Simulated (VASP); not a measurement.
Li2O, 3 atoms in the cell. The structure is cubic, space group Fm-3m (No. 225). The conventional cell has a = 4.654 Å, b = 4.654 Å, c = 4.654 Å, α = 90.00°, β = 90.00°, γ = 90.00°. Around O (site symmetry m-3m) lie 8 Li at 2.02 Å. Li (site symmetry -43m) has 4 O at 2.02 Å as nearest neighbours. The cell comes from a database or a generator and needn't be the stable form of this composition.

```yaml
Program: VASP 6.6.1
Task: density of states
Functional: PBE
Dispersion: D3
Potentials_or_basis: VASP PAW PBE potentials, release 64 (O_GW, Li_sv_GW)
Cutoff: 600 eV
k_mesh: 10 × 10 × 10
Occupations: tetrahedron
Spin: no spin polarisation
Further_INCAR_settings: ALGO = Normal; EDIFF = 1.00e-07; NBANDS = 13
```

Potentials or basis: VASP PAW PBE potentials, release 64 (O_GW, Li_sv_GW).

Run with:

```console
$ python run.py
```

Hardware: 1 thread of Intel(R) Xeon(R) 6975P-C (Granite Rapids), with other jobs on the host.

**Question.** Estimate the wall time of this run.

**Answer.** It took 12 s on 1 thread of Intel(R) Xeon(R) 6975P-C (Granite Rapids), with other jobs on the host, peak memory 0.17 GiB. Counts: scf iterations 14, k points 47.
